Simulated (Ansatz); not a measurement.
# Relaxation of Bi

Level of theory: DFT PBE, scalar-relativistic, plane waves, PAW (Ansatz 0.2.0). Run with 420 eV cutoff, 10×10×10 k-mesh, Gaussian smearing of 0.10 eV, no spin polarisation.

What was changed in P: P → Bi on all its sites, cell and atoms relaxed.

Spin–orbit coupling is left out, which can shift energies with elements as heavy as these.

Command:

```bash
ansatz run input.yaml --threads 1 --pin off --max-ram 2560MiB --backend cpu --events-out ev --progress --plain --runs-dir out
```

Input:

```yaml
crystal:
  lattice:
    - [2.3088069799, -6.4176791818, 0.0]
    - [2.3088069799, 6.4176791818, 0.0]
    - [0.0, 0.0, 4.891042344]
  atoms:
    - { symbol: Bi, position: [0.1185951016, 0.8814048984, 0.9657761488] }
    - { symbol: Bi, position: [0.6185951016, 0.3814048984, 0.5342238512] }
    - { symbol: Bi, position: [0.8814048984, 0.1185951016, 0.0342238512] }
    - { symbol: Bi, position: [0.3814048984, 0.6185951016, 0.4657761488] }
basis:
  ecutwfc: 420
kpoints:
  mp_grid: { grid: [10, 10, 10] }
hamiltonian:
  xc: pbe
scf:
  occupations: { method: gaussian, width: 0.1 }
output:
  forces: true
  stress: true
  eigenvalues: true
relax:
  adjacent_minimum: "off"
  f_tol: 0.01
  max_steps: 60
  cell: { stress_tol: 0.1 }
```

F is the free energy. Steps run on the plane waves of an earlier cell, but the last one, and at times one on the way, on a freshly chosen basis, so a repeated geometry can differ a little in energy.

Steps:

```csv
step,F − F(1) (eV),largest force component (eV/Å),V (Å³/atom),P (GPa)
1,0.0000,0.066,36.236,-0.03
2,-0.0038,0.029,35.947,0.05
3,-0.0049,0.014,36.068,0.04
4,-0.0059,0.011,36.247,0.04
5,-0.0060,0.010,36.452,-0.09
6,-0.0062,0.001,36.375,0.00
7,-0.0063,0.001,36.375,0.00
```

Relaxed structure:

```yaml
crystal:
  lattice:
    - [2.27901, -6.39650, 0.00000]
    - [2.27901, 6.39650, 0.00000]
    - [0.00000, 0.00000, 4.99047]
  atoms:
    - { symbol: Bi, position: [0.11957, 0.88043, 0.96126] }
    - { symbol: Bi, position: [0.61957, 0.38043, 0.53874] }
    - { symbol: Bi, position: [0.88043, 0.11957, 0.03874] }
    - { symbol: Bi, position: [0.38043, 0.61957, 0.46126] }
```

It takes space group Cmce (No. 64, orthorhombic). The conventional cell has a = 4.558 Å, b = 12.793 Å, c = 4.990 Å, α = 90.00°, β = 90.00°, γ = 90.00°. Bi (site symmetry m) is surrounded by 3 Bi at 3.08 to 3.10 Å.

The run converged. Time: 4.1 min on 1 thread of Oxide Virtual Turin-like Processor (Zen 5), on a shared host, peak memory 0.95 GiB.